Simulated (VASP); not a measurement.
# Settings for BaS: energy along a vibration (SMASS = -2)

BaS, Fm-3m (no. 225), atoms displaced along the mode, 2 atoms in the cell. PBE, energy along a line of displacements; PAW potentials Ba_sv, S (PBE set). VASP 6.6.1.

Wanted: harmonic frequency within 1 %.

Space group without the displacement: Fm-3m (no. 225); Mode: optical mode at Gamma along [111].

POSCAR of the starting run:
```
BaS
1.0
    0.0000000000      3.1937500000      3.1937500000
    3.1937500000      0.0000000000      3.1937500000
    3.1937500000      3.1937500000      0.0000000000
Ba S
1 1
Direct
   -0.0013686169     -0.0013686169     -0.0013686169
    0.5058623845      0.5058623845      0.5058623845

    0.0021855101   0.0021855101   0.0021855101
   -0.0093614953  -0.0093614953  -0.0093614953
```

The series start from k mesh: 4 × 4 × 4; Cutoff (eV): 340; Step along the mode (Å): 0.02; Extrapolation between steps (IWAVPR): 11. Each series keeps the choices made before it, and each single choice may use up half of a tolerance.

## k mesh

| k mesh | Harmonic frequency (THz) | Time (s) |
|---|---|---|
| 2 × 2 × 2 | -3.052 | 20 |
| 3 × 3 × 3 | 3.954 | 28 |
| 4 × 4 × 4 | 4.344 | 55 |
| 5 × 5 × 5 | 4.426 | 75 |
| 7 × 7 × 7 (reference) | 4.45 | 172 |

Chosen: 7 × 7 × 7; the next looser run is off by more than half of the tolerance, so convergence isn't shown beyond this value.

## Cutoff (eV)

| Cutoff (eV) | Harmonic frequency (THz) | Time (s) |
|---|---|---|
| 190 | 4.418 | 56 |
| 230 | 4.47 | 62 |
| 260 | 4.436 | 70 |
| 300 | 4.448 | 182 |
| 340 | 4.45 | 172 |
| 390 (reference) | 4.447 | 314 |

Chosen: 260, the loosest value from which every tighter one stays within half of the tolerance.

## Extrapolation between steps (IWAVPR)

| Extrapolation between steps (IWAVPR) | Harmonic frequency (THz) | Time (s) |
|---|---|---|
| 11 | 4.432 | 86 |
| 12 | 4.432 | 88 |
| 0 | 4.432 | 78 |

Chosen: 11; no other choice that stays within half of the tolerance saves 30 % of the time.

Also changed on the way, by series that aren't shown: Step along the mode (Å): 0.08.

## All choices together

| Input | Harmonic frequency (THz) | Time (s) |
|---|---|---|
| defaults on a coarse mesh (naive) | 3.968 | 4.1 |
| chosen settings | 4.432 | 86 |
| reference settings throughout | 4.451 | 232 |

The chosen settings stay within the tolerance of the reference run, but the reference itself isn't shown to be converged in: k mesh.

## The input

INCAR:
```
SYSTEM = BaS
GGA      = PE             ! functional
PREC     = Accurate       ! precision mode
ENCUT    = 260            ! plane-wave cutoff, eV
EDIFF    = 1E-7           ! SCF threshold, eV
ALGO     = Normal         ! electronic algorithm
LREAL    = .FALSE.        ! projectors in reciprocal space
LASPH    = .TRUE.         ! aspherical terms in the spheres
ISMEAR   = 0              ! smearing method
SIGMA    = 0.03           ! smearing width, eV
ISYM     = 0            
LWAVE    = .FALSE.        ! write WAVECAR
LCHARG   = .FALSE.        ! write CHGCAR
IBRION   = 0              ! ionic algorithm
SMASS    = -2           
POTIM    = 1              ! step
NSW      = 9              ! ionic steps
NELMIN   = 4            
IWAVPR   = 11           
KPAR     = 2             
```

KPOINTS:
```
Automatic mesh
0
Gamma
  7 7 7
  0 0 0
```

POSCAR:
```
BaS
1.0
    0.0000000000      3.1937500000      3.1937500000
    3.1937500000      0.0000000000      3.1937500000
    3.1937500000      3.1937500000      0.0000000000
Ba S
1 1
Direct
   -0.0054744675     -0.0054744675     -0.0054744675
    0.5234495382      0.5234495382      0.5234495382

    0.0087420402   0.0087420402   0.0087420402
   -0.0374459813  -0.0374459813  -0.0374459813
```

Commands:
```
cat potpaw_PBE.64/Ba_sv/POTCAR potpaw_PBE.64/S/POTCAR > POTCAR
mpirun -np 2 vasp_std > vasp.out
```

The chosen input took VASP 6.6.1 86 s on 2 cores (Intel Xeon Platinum 8375C @ 2.90GHz (Ice Lake)), a shared host.
